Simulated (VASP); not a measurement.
Crystal: SnTe.

```
Te Sn
1.0
     0.00000    3.15085    3.15085
     3.15085    0.00000    3.15085
     3.15085    3.15085    0.00000
Te Sn
1 1
Direct
  0.51041 0.49414 0.50590
  0.00359 0.99017 0.99647
```

The cell isn't the ideal one: atoms moved at random, drawn with an rms of 0.05 Å.

* Program: VASP 6.6.1
* Task: relaxation of cell and atoms
* Functional: revPBE
* Potentials or basis: VASP PAW PBE potentials, release 64 (Te, Sn_d)
* Cutoff: 600 eV
* k mesh: 7 × 7 × 7
* Occupations: fermi-dirac, width 0.05 eV
* Spin: no spin polarisation

At the start: pressure 3.3 GPa; volume 31.28 Å³/atom.

Where does the relaxation end?

Over 16 steps the energy falls by 26.0 meV/atom and the volume is 34.23 Å³/atom (+9.4 %); space group Cm (No. 8, to 0.05 Å).

Step by step:
```
step  energy change (eV)  largest force (eV/Å)  pressure (GPa)  volume (Å³)
   1              0.0000                0.0281            3.28        62.56
   2             -0.0456                0.0370           -0.57        68.55
   3             -0.0475                0.0267            0.00        67.47
   4             -0.0475                0.0257            0.10        67.37
   5             -0.0476                0.0265            0.06        67.38
   6             -0.0478                0.0290            0.06        67.42
   7             -0.0483                0.0333            0.03        67.51
   8             -0.0492                0.0397            0.03        67.67
   9             -0.0505                0.0374            0.06        68.00
  10             -0.0508                0.0350            0.03        68.07
  11             -0.0515                0.0270           -0.03        68.28
  12             -0.0511                0.0133           -0.11        68.70
  13             -0.0516                0.0227           -0.06        68.42
  14             -0.0518                0.0106           -0.01        68.41
  15             -0.0519                0.0035            0.02        68.40
  16             -0.0519                0.0049            0.00        68.45
```

Final structure:
```cif
data_structure
_symmetry_space_group_name_H-M 'P 1'
_symmetry_Int_Tables_number 1
_cell_length_a 4.6212
_cell_length_b 4.6125
_cell_length_c 4.6310
_cell_angle_alpha 59.162
_cell_angle_beta 59.112
_cell_angle_gamma 59.182
_cell_volume 68.45
loop_
_atom_site_label
_atom_site_type_symbol
_atom_site_fract_x
_atom_site_fract_y
_atom_site_fract_z
_atom_site_occupancy
Te1 Te 0.51712 0.49861 0.51492 1
Sn1 Sn 0.99689 0.98570 0.98745 1
```

Caveat: the PAW data sets were made with another functional, which shifts forces and pressure a little.
